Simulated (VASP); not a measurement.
# Si (Fd-3m) in VASP: a series of runs

One crystal, Si, is run at these levels: PBE; tasks: phonons.

Everything below comes from runs of VASP 6.6.1. Logs are shortened: lines on timing, memory, paths and dates and some standing lists are left out, and cuts for length are marked.

## (1) The crystal as given

The structure is cubic, space group Fd-3m (No. 227). Conventional cell: a = 5.469 Å, b = 5.469 Å, c = 5.469 Å, α = 90.00°, β = 90.00°, γ = 90.00°. Si (site symmetry -43m) is surrounded by 4 Si at 2.37 Å.

## (2) Phonons, PBE

Input file POSCAR:

```
Si
1.0
    0.0000000000      2.7342968687      2.7342968687
    2.7342968687      0.0000000000      2.7342968687
    2.7342968687      2.7342968687      0.0000000000
  Si
     2
Direct
     0.7500000000000000    0.7500000000000000    0.7500000000000000
     0.5000000000000000    0.5000000000000000    0.5000000000000000
```

Input file INCAR.step1:

```
SYSTEM = Si
  ALGO = Normal
  EDIFF = 1E-8
  EDIFFG = -0.002
  ENCUT = 600
  GGA = PE
  IBRION = 2
  ISIF = 3
  ISMEAR = 0
  KPAR = 2
  LASPH = .True.
  LCHARG = .False.
  LREAL = .False.
  LWAVE = .False.
  NELM = 80
  NSW = 40
  PREC = Accurate
  SIGMA = 0.03
```

Input file INCAR.step2:

```
SYSTEM = Si
  ALGO = Normal
  EDIFF = 1E-8
  ENCUT = 600
  GGA = PE
  IBRION = 6
  ISIF = 2
  ISMEAR = 0
  KPAR = 2
  LASPH = .True.
  LCHARG = .False.
  LEPSILON = .True.
  LREAL = .False.
  LWAVE = .False.
  NELM = 80
  NFREE = 2
  NSW = 1
  POTIM = 0.015
  PREC = Accurate
  SIGMA = 0.03
```

Input file KPOINTS:

```
k-points
0
Monkhorst
  14 14 14
  0 0 0
```

Potentials or basis: VASP PAW PBE potentials, release 64 (Si).

Launch:

```sh
$ cat potpaw_PBE.64/Si/POTCAR > POTCAR
$ cp INCAR.step1 INCAR
$ mpirun -np 2 vasp_std > vasp.out
$ cp CONTCAR POSCAR
$ cp INCAR.step2 INCAR
$ mpirun -np 2 vasp_std > vasp.out
```

OUTCAR:

```text
SYSTEM = Si
   EDIFF = 1E-8
   ENCUT = 600
   GGA = PE
   IBRION = 6
   ISIF = 2
   ISMEAR = 0
   LASPH = .True.
   LEPSILON = .True.
   LREAL = .False.
   NELM = 80
   NFREE = 2
   NSW = 1
   POTIM = 0.015
   PREC = Accurate

 ion  position               nearest neighbor table
   1  0.750  0.750  0.750-   2 2.37   2 2.37   2 2.37   2 2.37
   2  0.500  0.500  0.500-   1 2.37   1 2.37   1 2.37   1 2.37

  LATTYP: Found a face centered cubic cell.
 ALAT       =     5.4685937374

  Lattice vectors:

 A1 = (   0.0000000000,   2.7342968687,   2.7342968687)
 A2 = (   2.7342968687,   0.0000000000,   2.7342968687)
 A3 = (   2.7342968687,   2.7342968687,   0.0000000000)

Analysis of symmetry for initial positions (statically):
=====================================================================
 Subroutine PRICEL returns:
 Original cell was already a primitive cell.

 Routine SETGRP: Setting up the symmetry group for a
 face centered cubic supercell.

 Subroutine GETGRP returns: Found 48 space group operations
 (whereof 24 operations were pure point group operations)
 out of a pool of 48 trial point group operations.

The static configuration has the point symmetry T_d .
 The point group associated with its full space group is O_h .

Analysis of symmetry for dynamics (positions and initial velocities):
=====================================================================
 Subroutine PRICEL returns:
 Original cell was already a primitive cell.

 Routine SETGRP: Setting up the symmetry group for a
 face centered cubic supercell.

 Subroutine GETGRP returns: Found 48 space group operations
 (whereof 24 operations were pure point group operations)
 out of a pool of 48 trial point group operations.

The dynamic configuration has the point symmetry T_d .
 The point group associated with its full space group is O_h .

 Subroutine INISYM returns: Found 48 space group operations
 (whereof 24 operations are pure point group operations),
 and found     1 'primitive' translations

----------------------------------------------------------------------------------------

                                     Primitive cell

  volume of cell :      40.8853

  direct lattice vectors                    reciprocal lattice vectors
     0.000000000  2.734296869  2.734296869    -0.182862368  0.182862368  0.182862368
     2.734296869  0.000000000  2.734296869     0.182862368 -0.182862368  0.182862368
     2.734296869  2.734296869  0.000000000     0.182862368  0.182862368 -0.182862368

  length of vectors
     3.866879715  3.866879715  3.866879715     0.316726912  0.316726912  0.316726912

  position of ions in fractional coordinates (direct lattice)
     0.750000000  0.750000000  0.750000000
     0.500000000  0.500000000  0.500000000

  ion indices of the primitive-cell ions
   primitive index   ion index
                 1           1
                 2           2

----------------------------------------------------------------------------------------

 KPOINTS: k-points

Automatic generation of k-mesh.
 Grid dimensions read from file:
 generate k-points for:   14   14   14

 Generating k-lattice:

  Cartesian coordinates                     Fractional coordinates (reciprocal lattice)
    -0.013061598  0.013061598  0.013061598     0.071428571  0.000000000  0.000000000
     0.013061598 -0.013061598  0.013061598     0.000000000  0.071428571  0.000000000
     0.013061598  0.013061598 -0.013061598     0.000000000  0.000000000  0.071428571

  Length of vectors
     0.022623351  0.022623351  0.022623351

  Shift w.r.t. Gamma in fractional coordinates (k-lattice)
     0.500000000  0.500000000  0.500000000

 Subroutine IBZKPT returns following result:
[... 95 lines left out ...]
  -------------------------------------------------------------------------------------
  Total        0.0020529      0.0020529      0.0020529      0.0000000      0.0000000      0.0000000
  in kB        0.0804491      0.0804491      0.0804491      0.0000000      0.0000000      0.0000000
  external PRESSURE =       0.0804491 kB  Pullay stress =       0.0000000 kB
[... 17 lines left out ...]
  FREE ENERGIE OF THE ION-ELECTRON SYSTEM (eV)
  ---------------------------------------------------
  free  energy   TOTEN  =       -10.8500652047 eV

  energy  without entropy=      -10.8500652047  energy(sigma->0) =      -10.85006520

 Free energy of the ion-electron system (eV)
  ---------------------------------------------------
  ---------------------------------------------------
  free energy    TOTEN  =        -1.45687944 eV

  energy without entropy =       -1.45687944

------------------------ aborting loop because EDIFF is reached ----------------------------------------

 PIEZOELECTRIC TENSOR FIELD DIRECTION 3  (e Angst)
 -----------------------------------------------------------------------------
    -0.00145  0.00000  0.00000           ( -0.00000  0.00000  0.00000)
     0.00000 -0.00145  0.00000           (  0.00000 -0.00000  0.00000)
     0.00000  0.00000  0.00044           (  0.00000  0.00000  0.00001)

 PIEZOELECTRIC TENSOR FIELD DIRECTION 3  (C/m^2)
 -----------------------------------------------------------------------------
    -0.00057  0.00000  0.00000
     0.00000 -0.00057  0.00000
     0.00000  0.00000  0.00017

 MACROSCOPIC STATIC DIELECTRIC TENSOR (including local field effects in DFT)
 ------------------------------------------------------
          12.975930     0.000000     0.000000
          -0.000000    12.975930    -0.000000
           0.000000    -0.000000    12.975930
 ------------------------------------------------------

 PIEZOELECTRIC TENSOR (including local field effects)  for field in x, y, z        (e  Angst)
          XX          YY          ZZ          XY          YZ          ZX
  --------------------------------------------------------------------------------
  x     0.00000    -0.00000     0.00000     0.00000    -0.00000     0.00000
  y    -0.00000    -0.00000     0.00000     0.00000     0.00000    -0.00000
  z    -0.00000    -0.00000     0.00000     0.00000     0.00000     0.00000

 PIEZOELECTRIC TENSOR (including local field effects)  for field in x, y, z        (C/m^2)
          XX          YY          ZZ          XY          YZ          ZX
  --------------------------------------------------------------------------------
  x     0.00000    -0.00000     0.00000     0.00000    -0.00000     0.00000
  y    -0.00000    -0.00000     0.00000     0.00000     0.00000    -0.00000
  z    -0.00000    -0.00000     0.00000     0.00000     0.00000     0.00000

 BORN EFFECTIVE CHARGES (including local field effects) (in |e|, cummulative output)
 ---------------------------------------------------------------------------------
 ion    1
    1    -0.00000     0.00000     0.00000
    2     0.00000     0.00000     0.00000
    3     0.00000     0.00000     0.00000
 ion    2
    1     0.00000     0.00000     0.00000
    2     0.00000    -0.00000     0.00000
    3     0.00000     0.00000    -0.00000

--------------------------------------- Ionic step        2  -------------------------------------------
[... 35 lines left out ...]
--------------------------------------- Ionic step        3  -------------------------------------------

 number of electron       8.0000000 magnetization

 Free energy of the ion-electron system (eV)
  ---------------------------------------------------
  ext. energy  EPLUGINS =         0.00000000
  ---------------------------------------------------
  free energy    TOTEN  =       -10.84859884 eV

  energy without entropy =      -10.84859884  energy(sigma->0) =      -10.84859884

 E-fermi :   5.7815     XC(G=0):  -9.3277

 val. band max:        5.6588527385   @ k =   0.0357   0.0357   0.0357
 cond. band min:       6.2814130852   @ k =   0.0000   0.4286   0.3929
 fundamental gap:      0.6225603467
 Fermi energy:         5.7814908405

 k-point     1 :       0.0357    0.0357    0.0357
  band No.  band energies     occupation
      1      -6.1823      2.00000
      2       5.3735      2.00000
      3       5.5706      2.00000
      4       5.6589      2.00000
      5       8.1731      0.00000
      6       8.2120      0.00000
      7       8.2523      0.00000
      8       8.8778      0.00000
[... 243 lines left out ...]
 k-point    24 :      -0.2500    0.1071    0.0357
  band No.  band energies     occupation
      1      -5.0014      2.00000
      2       0.9163      2.00000
      3       3.8357      2.00000
      4       4.7799      2.00000
      5       8.0346      0.00000
      6       9.0318      0.00000
      7       9.5284      0.00000
      8      11.7086      0.00000

 [... further k-points ...]
[... 5 lines left out ...]
  --------------------------------------------------------------------------------------
  -------------------------------------------------------------------------------------
  Total        0.0016568      0.0051360      0.0051360      0.0000000      0.1355546      0.0000000
  in kB        0.0649271      0.2012635      0.2012635      0.0000000      5.3119981      0.0000000
  external PRESSURE =       0.1558181 kB  Pullay stress =       0.0000000 kB
[... 17 lines left out ...]
  FREE ENERGIE OF THE ION-ELECTRON SYSTEM (eV)
  ---------------------------------------------------
  free  energy   TOTEN  =       -10.8485988426 eV

  energy  without entropy=      -10.8485988426  energy(sigma->0) =      -10.84859884

 INTERNAL STRAIN TENSORS FROM DISPLACED ATOMS
 ============================================

 INTERNAL STRAIN TENSOR FOR ION    1 for displacements in x,y,z  (eV/Angst):
          X           Y           Z          XY          YZ          ZX
  --------------------------------------------------------------------------------
  x    -0.00000     0.00000     0.00000    -0.00000    -9.03656     0.00000
  y     0.00000    -0.00000     0.00000    -0.00000    -0.00000    -9.03656
  z     0.00000     0.00000    -0.00000    -9.03656     0.00000    -0.00000

 INTERNAL STRAIN TENSOR FOR ION    2 for displacements in x,y,z  (eV/Angst):
          X           Y           Z          XY          YZ          ZX
  --------------------------------------------------------------------------------
  x     0.00000     0.00000     0.00000     0.00000     9.03656    -0.00000
  y     0.00000     0.00000     0.00000     0.00000     0.00000     9.03656
  z     0.00000     0.00000     0.00000     9.03656    -0.00000     0.00000

 Eigenvectors and eigenvalues of the dynamical matrix
 ----------------------------------------------------

   1 f  =   15.061509 THz    94.634255 2PiTHz  502.397877 cm-1    62.289370 meV
             X         Y         Z           dx          dy          dz
      4.101445  4.101445  4.101445     0.000000   -0.707107    0.000000
      2.734297  2.734297  2.734297     0.000000    0.707107    0.000000
[... 21 lines left out ...]
   6 f  =    0.000000 THz     0.000000 2PiTHz    0.000000 cm-1     0.000000 meV
             X         Y         Z           dx          dy          dz
      4.101445  4.101445  4.101445     0.000000    0.000000    0.707107
      2.734297  2.734297  2.734297     0.000000    0.000000    0.707107

--------------------------------------------------------------------------------------------------------

 MACROSCOPIC STATIC DIELECTRIC TENSOR IONIC CONTRIBUTION
 ------------------------------------------------------
           0.000000     0.000000     0.000000
           0.000000     0.000000     0.000000
           0.000000     0.000000     0.000000
 ------------------------------------------------------

 ELASTIC MODULI CONTR FROM IONIC RELAXATION (kBar)
 Direction    XX          YY          ZZ          XY          YZ          ZX
 --------------------------------------------------------------------------------
 XX          -0.0000      0.0000      0.0000     -0.0000     -0.0000      0.0000
 YY           0.0000     -0.0000      0.0000     -0.0000     -0.0000     -0.0000
 ZZ           0.0000      0.0000     -0.0000     -0.0000      0.0000     -0.0000
 XY          -0.0000     -0.0000     -0.0000   -245.5103     -0.0000     -0.0000
 YZ          -0.0000     -0.0000      0.0000     -0.0000   -245.5103     -0.0000
 ZX           0.0000     -0.0000     -0.0000     -0.0000     -0.0000   -245.5103
 --------------------------------------------------------------------------------

 PIEZOELECTRIC TENSOR IONIC CONTR  for field in x, y, z        (C/m^2)
          XX          YY          ZZ          XY          YZ          ZX
  --------------------------------------------------------------------------------
  x     0.00000     0.00000     0.00000     0.00000     0.00000    -0.00000
  y     0.00000    -0.00000     0.00000    -0.00000    -0.00000    -0.00000
  z     0.00000     0.00000    -0.00000    -0.00000     0.00000    -0.00000
```

It took 5.2 min on 2 MPI ranks of Intel Xeon 6975P-C (Granite Rapids), shared host; peak memory 0.88 GiB.

Results:

```
Electronic dielectric tensor (diagonal) : 12.98
Born charges (mean of the diagonal)     : Si +0.00 e
Highest phonon frequency at Γ           : 502 cm⁻¹
```

Phonon frequencies in cm⁻¹ (negative: imaginary):
```
              q point        frequencies
(0.000, 0.000, 0.000)  0 0 0 502 502 502
```

Electronic dielectric tensor:
```
12.98  0.00  0.00
 0.00 12.98  0.00
 0.00  0.00 12.98
```

Born effective charge tensors (e):
atom 1, Si
```
0.00 0.00 0.00
0.00 0.00 0.00
0.00 0.00 0.00
```
atom 2, Si
```
0.00 0.00 0.00
0.00 0.00 0.00
0.00 0.00 0.00
```

(Part 1 of 2 ends here.)
